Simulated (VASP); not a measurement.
# N (P4_2/mnm) in VASP: further runs

One crystal, N, is run at these levels: PBEsol; tasks: single point.

Program: VASP 6.6.1. These are calculated values, not measurements. Logs are shortened: lines on timing, memory, paths and dates and some standing lists are left out, and cuts for length are marked.

### Step 1. Starting point

The structure is tetragonal, space group P4_2/mnm (No. 136). Conventional cell: a = 4.084 Å, b = 4.084 Å, c = 5.346 Å, α = 90.00°, β = 90.00°, γ = 90.00°. N (site symmetry m2m) is surrounded by 1 N at 1.11 Å.

### Step 2. Single point, PBEsol

INCAR

```
PREC = Accurate
ENCUT = 400
EDIFF = 1E-6
ISMEAR = 0
SIGMA = 0.05
LREAL = F
LASPH = T
NELM = 100
ALGO = Normal
ISIF = 2
LWAVE = F
LCHARG = F
GGA = PS
ADDGRID = F
```

KPOINTS

```
regular mesh
0
Gamma
  4 4 3
```

POSCAR

```
N
1.0
    4.0840619700      0.0000000000      0.0000000000
    0.0000000000      4.0840619700      0.0000000000
    0.0000000000      0.0000000000      5.3459132500
N
4
Direct
    0.4042752000      0.5957248000      0.5000000000
    0.0957248000      0.0957248000      0.0000000000
    0.5957248000      0.4042752000      0.5000000000
    0.9042752000      0.9042752000      0.0000000000
```

Potentials or basis: VASP PAW PBE potentials, release 64 (N).

The run is started by

```bash
$ cat potpaw_PBE.64/N/POTCAR > POTCAR
$ mpirun -np 1 vasp_std > vasp.out
```

OUTCAR:

```text
PREC = Accurate
   ENCUT = 400
   EDIFF = 1E-6
   ISMEAR = 0
   LREAL = F
   LASPH = T
   NELM = 100
   ISIF = 2
   GGA = PS

 Found     12 irreducible k-points:

 Following reciprocal coordinates:
            Coordinates               Weight
  0.000000  0.000000  0.000000      1.000000
  0.250000  0.000000  0.000000      4.000000
  0.500000  0.000000  0.000000      2.000000
  0.250000  0.250000  0.000000      4.000000
  0.500000  0.250000  0.000000      4.000000
  0.500000  0.500000  0.000000      1.000000
   k-points           NKPTS =     12   k-points in BZ     NKDIM =     12   number of bands    NBANDS=     14
   number of dos      NEDOS =    301   number of ions     NIONS =      4
   total plane-waves  NPLWV =  28224
   dimension x,y,z NGX =    28 NGY =   28 NGZ =   36
   dimension x,y,z NGXF=    56 NGYF=   56 NGZF=   72
   ions per type =               4
   NGX,Y,Z   is equivalent  to a cutoff of  11.40, 11.40, 11.20 a.u.
   NGXF,Y,Z  is equivalent  to a cutoff of  22.80, 22.80, 22.39 a.u.
 SYSTEM =  unknown system
   PREC   = accura    normal or accurate (medium, high low for compatibility)
   ISTART =      0    job   : 0-new  1-cont  2-samecut
   ICHARG =      2    charge: 1-file 2-atom 10-const
   ISPIN  =      1    spin polarized calculation?
   LNONCOLLINEAR =      F non collinear calculations
   LSORBIT =      F    spin-orbit coupling
   LASPH  =      T    aspherical Exc in radial PAW
   ENCUT  =  400.0 eV  29.40 Ry    5.42 a.u.   6.66  6.66  8.72*2*pi/ulx,y,z
   NELM   =    100;   NELMIN=  2; NELMDL= -5     # of ELM steps
   EDIFF  = 0.1E-05   stopping-criterion for ELM
   LREAL  =      F    real-space projection
   EDIFFG = 0.1E-04   stopping-criterion for IOM
   NSW    =      0    number of steps for IOM
   IBRION =     -1    ionic relax: 0-MD 1-quasi-New 2-CG
   NFREE  =      0    steps in history (QN), initial steepest desc. (CG)
   ISIF   =      2    stress and relaxation
   ISYM   =      2    0-nonsym 1-usesym 2-fastsym
   POTIM  = 0.5000    time-step for ionic-motion
   TEBEG  =    0.0;   TEEND  =   0.0 temperature during run
   PSTRESS=    0.0 pullay stress
   NELECT =      20.0000    total number of electrons
   NUPDOWN=      -1.0000    fix difference up-down
   EMIN   =  10.00;   EMAX   =-10.00  energy-range for DOS
   EFERMI =   0.00;   METHOD = LEGACY
   ISMEAR =     0;   SIGMA  =   0.05  broadening in eV -4-tet -1-fermi 0-gaus
   EFERMI_NEDOS =   21; number of points for ismear=-14 and -15
   IALGO  =     38    algorithm
   IMIX   =      4    mixing-type and parameters
     AMIX     =   0.40;   BMIX     =  1.00
     AMIX_MAG =   1.60;   BMIX_MAG =  1.00
  volume/ion in A,a.u.               =      22.29       150.43
  Fermi-wavevector in a.u.,A,eV,Ry     =   0.994678  1.879669 13.461399  0.989385
  Thomas-Fermi vector in A             =   2.126646
   LORBIT       =      0    0 simple, 1 ext, 2 COOP (PROOUT), +10 PAW based schemes
   GGA     = PS    functional components
   LHFCALC =     F    Hartree Fock is set to
   AEXX    =    0.0000 exact exchange contribution
   IVDW    =     0    specifies the selected vdW correction
   LEPSILON=     F    determine dielectric tensor
   LRPA    =     F    only Hartree local field effects (RPA)
 non-spin polarized calculation
 Gauss-broadening in eV      SIGMA  =   0.05
  energy-cutoff  :      400.00
  volume of cell :       89.17
 maximum number of plane-waves:      1632
 NGX is ok and might be reduce to    28
   NGX = 13   NGY = 13   NGZ = 17

 number of electron      20.0000011 magnetization

 Free energy of the ion-electron system (eV)
  ---------------------------------------------------
  ext. energy  EPLUGINS =         0.00000000
  ---------------------------------------------------
  free energy    TOTEN  =       -34.06395075 eV

  energy without entropy =      -34.06395075  energy(sigma->0) =      -34.06395075

 E-fermi :  -6.0916     XC(G=0):  -6.4931

 val. band max:       -6.3645578542   @ k =   0.5000   0.5000   0.3333
 cond. band min:       0.4676232905   @ k =   0.0000   0.0000   0.0000
 fundamental gap:      6.8321811448
 Fermi energy:        -6.0915547958

 k-point     1 :       0.0000    0.0000    0.0000
  band No.  band energies     occupation
      1     -24.7872      2.00000
      2     -24.7271      2.00000
      3      -9.7229      2.00000
      4      -9.7229      2.00000
      5      -8.4604      2.00000
      6      -7.8908      2.00000
      7      -7.8908      2.00000
      8      -7.7923      2.00000
      9      -7.3669      2.00000
     10      -6.5600      2.00000
     11       0.4676      0.00000
     12       1.3529      0.00000
     13       1.7204      0.00000
     14       1.7204      0.00000

 k-point     2 :       0.2500    0.0000    0.0000
  band No.  band energies     occupation
      1     -24.7719      2.00000
      2     -24.7303      2.00000
      3      -9.8500      2.00000
      4      -9.8438      2.00000
      5      -8.3494      2.00000
      6      -8.0830      2.00000
      7      -7.9764      2.00000
      8      -7.8724      2.00000
      9      -6.9749      2.00000
     10      -6.5085      2.00000
     11       0.8766      0.00000
     12       1.5346      0.00000
     13       1.6111      0.00000
     14       1.6249      0.00000
[... 37 lines left out ...]
      1     -24.7382      2.00000
      2     -24.7382      2.00000
      3     -10.0484      2.00000
      4     -10.0484      2.00000
      5      -8.1838      2.00000
      6      -8.1838      2.00000
      7      -8.0697      2.00000
      8      -8.0697      2.00000
      9      -6.4725      2.00000
     10      -6.4725      2.00000
     11       1.3951      0.00000
     12       1.3951      0.00000
     13       1.8722      0.00000
     14       1.8722      0.00000

 k-point     6 :       0.5000    0.5000    0.0000
  band No.  band energies     occupation
      1     -24.7319      2.00000
      2     -24.7319      2.00000
      3     -10.1319      2.00000
      4     -10.1319      2.00000
      5      -8.2392      2.00000
      6      -8.2392      2.00000
      7      -8.0446      2.00000
      8      -8.0446      2.00000
      9      -6.3860      2.00000
     10      -6.3860      2.00000
     11       1.2741      0.00000
     12       1.2741      0.00000
     13       2.2728      0.00000
     14       2.2728      0.00000

 [... further k-points ...]

------------------------ aborting loop because EDIFF is reached ----------------------------------------

  FORCE on cell =-STRESS in cart. coord.  units (eV):
  Direction    XX          YY          ZZ          XY          YZ          ZX
  --------------------------------------------------------------------------------------
  -------------------------------------------------------------------------------------
  Total       -0.5162490     -0.5162490     -1.9285776     -0.0000000      0.0000000      0.0000000
  in kB       -9.2760535     -9.2760535    -34.6530247     -0.0000000      0.0000000      0.0000000
  external PRESSURE =     -17.7350439 kB  Pullay stress =       0.0000000 kB

 VOLUME and BASIS-vectors are now :
 -----------------------------------------------------------------------------
  energy-cutoff  :      400.00
  volume of cell :       89.17
      direct lattice vectors                 reciprocal lattice vectors
     4.084061970  0.000000000  0.000000000     0.244854267  0.000000000  0.000000000
     0.000000000  4.084061970  0.000000000     0.000000000  0.244854267  0.000000000
     0.000000000  0.000000000  5.345913250     0.000000000  0.000000000  0.187058778

 POSITION                                       TOTAL-FORCE (eV/Angst)
 -----------------------------------------------------------------------------------
      1.65108      2.43298      2.67296        -1.061884      1.061884      0.000000
      0.39095      0.39095      0.00000         1.061884      1.061884      0.000000
      2.43298      1.65108      2.67296         1.061884     -1.061884      0.000000
      3.69312      3.69312      0.00000        -1.061884     -1.061884     -0.000000
 -----------------------------------------------------------------------------------
    total drift:                                0.000000      0.000000      0.000000

  FREE ENERGIE OF THE ION-ELECTRON SYSTEM (eV)
  ---------------------------------------------------
  free  energy   TOTEN  =       -34.0639507523 eV

  energy  without entropy=      -34.0639507523  energy(sigma->0) =      -34.06395075
```

stdout:

```text
POSCAR found type information on POSCAR N
 POSCAR found :  1 types and       4 ions
 scaLAPACK will be used
 -----------------------------------------------------------------------------
|                                                                             |
|                                                                             |
|     You enforced a specific xc type in the INCAR file but a different       |
|     I HOPE YOU KNOW WHAT YOU ARE DOING!                                     |
|                                                                             |
 -----------------------------------------------------------------------------

 LDA part: xc-table for (Slater+PW92), standard interpolation
 POSCAR, INCAR and KPOINTS ok, starting setup
 FFT: planning ... GRIDC
 FFT: planning ... GRID_SOFT
 FFT: planning ... GRID
 WAVECAR not read
 entering main loop
```

Run time: 7.7 s. Hardware: 1 thread of Intel Xeon Platinum 8259CL at 2.50GHz (Skylake/Cascade Lake), shared host; peak memory 0.16 GiB.

These settings aren't checked as converged: the numbers below hold their error.

What came out:

```
Free energy            : -34.0640 eV
Largest force          : 1.502 eV/Å
Band gap on the k mesh : 6.83 eV, indirect (least direct gap 7.03 eV)
```

Caveat: the cutoff is under 1.25 times the usual one of these potentials, so pressure, stress and relaxed cells hold a basis-set (Pulay) error; the standard files for N, O and F lose accuracy on very short bonds; the PAW data sets were made with another functional, which shifts forces and pressure a little; an odd mesh through Γ misses points on the zone boundary, where band edges often lie.

### Step 3. Single point, PBEsol

INCAR, as its differences from that of step 2:

```diff
@@ -1,3 +1,3 @@
 PREC = Accurate
-ENCUT = 400
+ENCUT = 460
 EDIFF = 1E-6
```

KPOINTS is that of step 2.

POSCAR is that of step 2.

Potentials or basis: VASP PAW PBE potentials, release 64 (N).

The run is started by

```bash
$ cat potpaw_PBE.64/N/POTCAR > POTCAR
$ mpirun -np 1 vasp_std > vasp.out
```

Wall time 10 s (1 thread of Intel Xeon Platinum 8259CL at 2.50GHz (Skylake/Cascade Lake), shared host); peak memory 0.17 GiB.

The run converged, but some of its settings lie outside the range that counts as converged, so its numbers aren't taken as properties of the crystal.

What came out:

```
Free energy            : -34.1225 eV
Pressure               : 0.8 GPa
Largest force          : 1.051 eV/Å
Band gap on the k mesh : 6.84 eV, indirect (least direct gap 7.03 eV)
```

Caveat: the cutoff is under 1.25 times the usual one of these potentials, so pressure, stress and relaxed cells hold a basis-set (Pulay) error; the standard files for N, O and F lose accuracy on very short bonds; the PAW data sets were made with another functional, which shifts forces and pressure a little; an odd mesh through Γ misses points on the zone boundary, where band edges often lie.

### Step 4. Single point, PBEsol

INCAR, as its differences from that of step 3:

```diff
@@ -1,3 +1,3 @@
 PREC = Accurate
-ENCUT = 460
+ENCUT = 900
 EDIFF = 1E-6
```

KPOINTS

```
regular mesh
0
Gamma
  3 3 2
```

POSCAR is that of step 3.

The run is started by

```bash
$ cat potpaw_PBE.64/N/POTCAR > POTCAR
$ mpirun -np 1 vasp_std > vasp.out
```

Wall time 14 s (1 thread of Intel Xeon Platinum 8259CL at 2.50GHz (Skylake/Cascade Lake), shared host); peak memory 0.26 GiB.

These settings aren't checked as converged: the numbers below hold their error.

Results:

| Quantity | Value |
| --- | --- |
| Free energy | -34.1701 eV |
| Pressure | 1.3 GPa |
| Largest force | 0.735 eV/Å |
| Band gap on the k mesh | 6.88 eV, indirect (least direct gap 7.03 eV) |

Caveat: the k mesh is coarse (spacing up to 0.59 Å⁻¹), so the values aren't converged; the standard files for N, O and F lose accuracy on very short bonds; the PAW data sets were made with another functional, which shifts forces and pressure a little; an odd mesh through Γ misses points on the zone boundary, where band edges often lie.
